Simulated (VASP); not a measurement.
# Cd (Im-3m) in VASP: further runs, part 2 of 2

VASP 6.6.1.

### Step 6. Single point, PBE

The input, INCAR:

```
SYSTEM = Cd
ALGO = Fast
EDIFF = 1E-6
ENCUT = 520
GGA = PE
ISIF = 2
ISMEAR = -5
LASPH = .TRUE.
LCHARG = .FALSE.
LREAL = .FALSE.
LWAVE = .FALSE.
NBANDS = 12
NELM = 100
PREC = Accurate
SIGMA = 0.05
```

The input, KPOINTS:

```
k-points
0
G
  10 10 10
  0 0 0
```

The input, POSCAR:

```
Cd
1.0
   -1.7843220000      1.7843220000      1.7843220000
    1.7843220000     -1.7843220000      1.7843220000
    1.7843220000      1.7843220000     -1.7843220000
Cd
1
Direct
    0.0000000000      0.0000000000      0.0000000000
```

Potentials or basis: VASP PAW PBE potentials, release 64 (Cd).

Run with:

```sh
cat potpaw_PBE.64/Cd/POTCAR > POTCAR
mpirun -np 1 vasp_std > vasp.out
```

OUTCAR:

```text
SYSTEM = Cd
   EDIFF = 1E-6
   ENCUT = 520
   GGA = PE
   ISIF = 2
   ISMEAR = -5
   LASPH = .TRUE.
   LREAL = .FALSE.
   NELM = 100
   PREC = Accurate

 ion  position               nearest neighbor table
   1  0.000  0.000  0.000-

  LATTYP: Found a body centered cubic cell.
 ALAT       =     3.5686440000

  Lattice vectors:

 A1 = (  -1.7843220000,   1.7843220000,   1.7843220000)
 A2 = (   1.7843220000,  -1.7843220000,   1.7843220000)
 A3 = (   1.7843220000,   1.7843220000,  -1.7843220000)

Analysis of symmetry for initial positions (statically):
=====================================================================
 Subroutine PRICEL returns:
 Original cell was already a primitive cell.

 Routine SETGRP: Setting up the symmetry group for a
 body centered cubic supercell.

 Subroutine GETGRP returns: Found 48 space group operations
 (whereof 48 operations were pure point group operations)
 out of a pool of 48 trial point group operations.

The static configuration has the point symmetry O_h .

Analysis of symmetry for dynamics (positions and initial velocities):
=====================================================================
 Subroutine PRICEL returns:
 Original cell was already a primitive cell.

 Routine SETGRP: Setting up the symmetry group for a
 body centered cubic supercell.

 Subroutine GETGRP returns: Found 48 space group operations
 (whereof 48 operations were pure point group operations)
 out of a pool of 48 trial point group operations.

The dynamic configuration has the point symmetry O_h .

 Subroutine INISYM returns: Found 48 space group operations
 (whereof 48 operations are pure point group operations),
 and found     1 'primitive' translations

----------------------------------------------------------------------------------------

                                     Primitive cell

  volume of cell :      22.7237

  direct lattice vectors                    reciprocal lattice vectors
    -1.784322000  1.784322000  1.784322000     0.000000000  0.280218481  0.280218481
     1.784322000 -1.784322000  1.784322000     0.280218481  0.000000000  0.280218481
     1.784322000  1.784322000 -1.784322000     0.280218481  0.280218481  0.000000000

  length of vectors
     3.090536361  3.090536361  3.090536361     0.396288776  0.396288776  0.396288776

  position of ions in fractional coordinates (direct lattice)
     0.000000000  0.000000000  0.000000000

  ion indices of the primitive-cell ions
   primitive index   ion index
                 1           1

----------------------------------------------------------------------------------------

 KPOINTS: k-points

Automatic generation of k-mesh.
 Grid dimensions read from file:
 generate k-points for:   10   10   10

 Generating k-lattice:

  Cartesian coordinates                     Fractional coordinates (reciprocal lattice)
     0.000000000  0.028021848  0.028021848     0.100000000  0.000000000  0.000000000
     0.028021848  0.000000000  0.028021848     0.000000000  0.100000000  0.000000000
     0.028021848  0.028021848  0.000000000     0.000000000  0.000000000  0.100000000

  Length of vectors
     0.039628878  0.039628878  0.039628878

  Shift w.r.t. Gamma in fractional coordinates (k-lattice)
     0.000000000  0.000000000  0.000000000

 TETIRR: Found   1064 inequivalent tetrahedra from     6000

 Subroutine IBZKPT returns following result:
 ===========================================

 Found     47 irreducible k-points:

 Following reciprocal coordinates:
            Coordinates               Weight
  0.000000  0.000000  0.000000      1.000000
  0.100000  0.000000  0.000000     12.000000
  0.200000  0.000000  0.000000     12.000000
  0.300000  0.000000  0.000000     12.000000
  0.400000  0.000000  0.000000     12.000000
  0.500000  0.000000  0.000000      6.000000
[... 16 lines left out ...]
  0.300000  0.300000  0.100000      8.000000
 -0.300000  0.300000  0.100000     24.000000
 [... further k-points ...]
   k-points           NKPTS =     47   k-points in BZ     NKDIM =     47   number of bands    NBANDS=     12
   number of dos      NEDOS =    301   number of ions     NIONS =      1
   total plane-waves  NPLWV =  13824
   dimension x,y,z NGX =    24 NGY =   24 NGZ =   24
   dimension x,y,z NGXF=    48 NGYF=   48 NGZF=   48
   ions per type =               1
   NGX,Y,Z   is equivalent  to a cutoff of  12.91, 12.91, 12.91 a.u.
   NGXF,Y,Z  is equivalent  to a cutoff of  25.82, 25.82, 25.82 a.u.
 SYSTEM =  Cd
   PREC   = accura    normal or accurate (medium, high low for compatibility)
   ISTART =      0    job   : 0-new  1-cont  2-samecut
   ICHARG =      2    charge: 1-file 2-atom 10-const
   ISPIN  =      1    spin polarized calculation?
   LNONCOLLINEAR =      F non collinear calculations
   LSORBIT =      F    spin-orbit coupling
   LASPH  =      T    aspherical Exc in radial PAW
   ENCUT  =  520.0 eV  38.22 Ry    6.18 a.u.   5.75  5.75  5.75*2*pi/ulx,y,z
   NELM   =    100;   NELMIN=  2; NELMDL= -5     # of ELM steps
   EDIFF  = 0.1E-05   stopping-criterion for ELM
   LREAL  =      F    real-space projection
[... 7 lines left out ...]
   TEBEG  =    0.0;   TEEND  =   0.0 temperature during run
   PSTRESS=    0.0 pullay stress
   NELECT =      12.0000    total number of electrons
   NUPDOWN=      -1.0000    fix difference up-down
   EMIN   =  10.00;   EMAX   =-10.00  energy-range for DOS
   EFERMI =   0.00;   METHOD = LEGACY
   ISMEAR =    -5;   SIGMA  =   0.05  broadening in eV -4-tet -1-fermi 0-gaus
   EFERMI_NEDOS =   21; number of points for ismear=-14 and -15
   IALGO  =     68    algorithm
   IMIX   =      4    mixing-type and parameters
     AMIX     =   0.40;   BMIX     =  1.00
     AMIX_MAG =   1.60;   BMIX_MAG =  1.00
  volume/ion in A,a.u.               =      22.72       153.35
  Fermi-wavevector in a.u.,A,eV,Ry     =   1.323250  2.500581 23.823686  1.750992
  Thomas-Fermi vector in A             =   2.452872
   LORBIT       =      0    0 simple, 1 ext, 2 COOP (PROOUT), +10 PAW based schemes
   GGA     = PE    functional components
   LHFCALC =     F    Hartree Fock is set to
   AEXX    =    0.0000 exact exchange contribution
   IVDW    =     0    specifies the selected vdW correction
   LEPSILON=     F    determine dielectric tensor
   LRPA    =     F    only Hartree local field effects (RPA)
 non-spin polarized calculation
 RMM-DIIS sequential band-by-band and
 Fermi weights with tetrahedron method with Bloechl corrections
  energy-cutoff  :      520.00
  volume of cell :       22.72
 maximum number of plane-waves:       627
   NGX = 11   NGY = 11   NGZ = 11

 number of electron      12.0000006 magnetization

 Free energy of the ion-electron system (eV)
  ---------------------------------------------------
  ext. energy  EPLUGINS =         0.00000000
  ---------------------------------------------------
  free energy    TOTEN  =        -0.69454573 eV

  energy without entropy =       -0.69454573  energy(sigma->0) =       -0.69454573

 E-fermi :   2.7713     XC(G=0): -10.7738

 val. band max:        3.1357124090   @ k =   0.3000   0.3000   0.1000
 cond. band min:       2.3262216756   @ k =   0.5000   0.5000   0.2000
 fundamental gap:     -0.8094907334
 Fermi energy:         2.7712654194

 k-point     1 :       0.0000    0.0000    0.0000
  band No.  band energies     occupation
      1      -6.5511      2.00000
      2      -6.5511      2.00000
      3      -6.5511      2.00000
      4      -5.9516      2.00000
      5      -5.9516      2.00000
      6      -5.9316      2.00000
      7      17.9665      0.00000
      8      17.9665      0.00000
      9      17.9665      0.00000
     10      18.4679      0.00000
     11      18.4679      0.00000
     12      18.4679      0.00000

 k-point     2 :       0.1000    0.0000    0.0000
  band No.  band energies     occupation
      1      -6.5805      2.00000
      2      -6.5471      2.00000
      3      -6.4639      2.00000
      4      -5.9858      2.00000
      5      -5.9504      2.00000
      6      -5.6556      2.00000
      7      15.2916      0.00000
      8      16.8977      0.00000
      9      17.1047      0.00000
     10      17.5942      0.00000
     11      17.8070      0.00000
     12      18.4761      0.00000
[... 316 lines left out ...]
 k-point    24 :      -0.3000    0.3000    0.1000
  band No.  band energies     occupation
      1      -6.6595      2.00000
      2      -6.6565      2.00000
      3      -6.1412      2.00000
      4      -6.0007      2.00000
      5      -5.9335      2.00000
      6      -3.0715      2.00000
      7       7.7809      0.00000
      8      12.1233      0.00000
      9      12.9057      0.00000
     10      17.0094      0.00000
     11      17.9514      0.00000
     12      18.8696      0.00000

 [... further k-points ...]
[... 5 lines left out ...]
  --------------------------------------------------------------------------------------
  -------------------------------------------------------------------------------------
  Total        0.2216501      0.2216501      0.2216501      0.0000000      0.0000000     -0.0000000
  in kB       15.6278334     15.6278334     15.6278334      0.0000000      0.0000000     -0.0000000
  external PRESSURE =      15.6278334 kB  Pullay stress =       0.0000000 kB

 VOLUME and BASIS-vectors are now :
 -----------------------------------------------------------------------------
  energy-cutoff  :      520.00
  volume of cell :       22.72
      direct lattice vectors                 reciprocal lattice vectors
    -1.784322000  1.784322000  1.784322000     0.000000000  0.280218481  0.280218481
     1.784322000 -1.784322000  1.784322000     0.280218481  0.000000000  0.280218481
     1.784322000  1.784322000 -1.784322000     0.280218481  0.280218481  0.000000000

 POSITION                                       TOTAL-FORCE (eV/Angst)
 -----------------------------------------------------------------------------------
      0.00000      0.00000      0.00000         0.000000     -0.000000      0.000000
 -----------------------------------------------------------------------------------
    total drift:                                0.000000      0.000000     -0.000000

  FREE ENERGIE OF THE ION-ELECTRON SYSTEM (eV)
  ---------------------------------------------------
  free  energy   TOTEN  =        -0.6945457286 eV

  energy  without entropy=       -0.6945457286  energy(sigma->0) =       -0.69454573
```

OSZICAR:

```text
N       E                     dE             d eps       ncg     rms          rms(c)
DAV:   1     0.732157674678E+02    0.73216E+02   -0.68904E+03  1176   0.983E+02
DAV:   2     0.551877150934E+00   -0.72664E+02   -0.70354E+02  1216   0.244E+02
DAV:   3    -0.733870719118E+00   -0.12857E+01   -0.12831E+01  1360   0.367E+01
DAV:   4    -0.735403351747E+00   -0.15326E-02   -0.15327E-02  1264   0.122E+00
DAV:   5    -0.735407092895E+00   -0.37411E-05   -0.37394E-05  1276   0.615E-02    0.277E+00
RMM:   6    -0.695932649765E+00    0.39474E-01   -0.74504E-02  1145   0.285E+00    0.227E+00
RMM:   7    -0.694219148605E+00    0.17135E-02   -0.47018E-03  1178   0.630E-01    0.114E+00
RMM:   8    -0.694459967646E+00   -0.24082E-03   -0.14372E-03  1178   0.552E-01    0.802E-02
RMM:   9    -0.694511166815E+00   -0.51199E-04   -0.29354E-05  1229   0.674E-02    0.371E-02
RMM:  10    -0.694547776874E+00   -0.36610E-04   -0.15226E-05  1215   0.564E-02    0.846E-03
RMM:  11    -0.694544256172E+00    0.35207E-05   -0.18658E-06   917   0.151E-02    0.364E-03
RMM:  12    -0.694545790098E+00   -0.15339E-05   -0.16448E-07   689   0.515E-03    0.220E-04
RMM:  13    -0.694545728595E+00    0.61504E-07   -0.21580E-10   327   0.777E-04
   1 F= -.69454573E+00 E0= -.69454573E+00  d E =0.000000E+00
```

stdout:

```text
POSCAR found type information on POSCAR Cd
 POSCAR found :  1 types and       1 ions
 scaLAPACK will be used
 LDA part: xc-table for (Slater+PW92), standard interpolation
 POSCAR, INCAR and KPOINTS ok, starting setup
 FFT: planning ... GRIDC
 FFT: planning ... GRID_SOFT
 FFT: planning ... GRID
 WAVECAR not read
 entering main loop
 -----------------------------------------------------------------------------
|                                                                             |
|           W    W    AA    RRRRR   N    N  II  N    N   GGGG   !!!           |
|           W    W   A  A   R    R  NN   N  II  NN   N  G    G  !!!           |
|           W    W  A    A  R    R  N N  N  II  N N  N  G       !!!           |
|           W WW W  AAAAAA  RRRRR   N  N N  II  N  N N  G  GGG   !            |
|           WW  WW  A    A  R   R   N   NN  II  N   NN  G    G                |
|           W    W  A    A  R    R  N    N  II  N    N   GGGG   !!!           |
|                                                                             |
|     Tetrahedron method does not include variations of the Fermi             |
|     occupations, so forces and stress will be inaccurate. We suggest        |
|     using a different smearing scheme ISMEAR = 1 or 2 for metals in         |
|     relaxations.                                                            |
|                                                                             |
 -----------------------------------------------------------------------------
```

It took 7.5 s on 1 thread of Intel Xeon Platinum 8488C (Sapphire Rapids), shared host; peak memory 0.13 GiB.

Results:

* Free energy: -0.6945 eV
* Pressure: 1.6 GPa
* Band gap on the k mesh: none (metal or under the smearing width)

Caveat: tetrahedron occupations give inexact forces and stress in metals.

### Step 7. Overview

| level | spin | fixed moment (μB) | cell | k mesh | smearing | gap on the mesh (eV) | pressure (GPa) | moment (μB) |
| --- | --- | --- | --- | --- | --- | --- | --- | --- |
| PBE | off | - | as given | 7 × 7 × 7 | fermi-dirac 0.04 eV | none | 0.9 | - |
| PBEsol | collinear, typed start | 1.0 | volume scaled by 1.06 | 10 × 10 × 10 | fermi-dirac 0.05 eV | - | 2.0 | 1.00 |
| PBEsol | collinear, typed start | 1.0 | volume scaled by 0.94 | 10 × 10 × 10 | fermi-dirac 0.05 eV | - | 9.5 | 1.00 |
| PBEsol | collinear, typed start | 1.0 | volume scaled by 1.02 | 10 × 10 × 10 | fermi-dirac 0.05 eV | - | 4.0 | 1.00 |
| PBE | off | - | as given | 10 × 10 × 10 | tetrahedron | none | 1.6 | - |

Alike in all rows: task single point; potentials or basis VASP PAW PBE potentials, release 64 (Cd); cutoff (eV) 520.

Caveats: the PAW data sets were made with another functional, which shifts forces and pressure a little (some runs); the total moment is fixed, so each spin has its own Fermi level (some runs); tetrahedron occupations give inexact forces and stress in metals (some runs).

Total energies depend on the potentials used, so only differences within one code and one set of settings carry meaning.
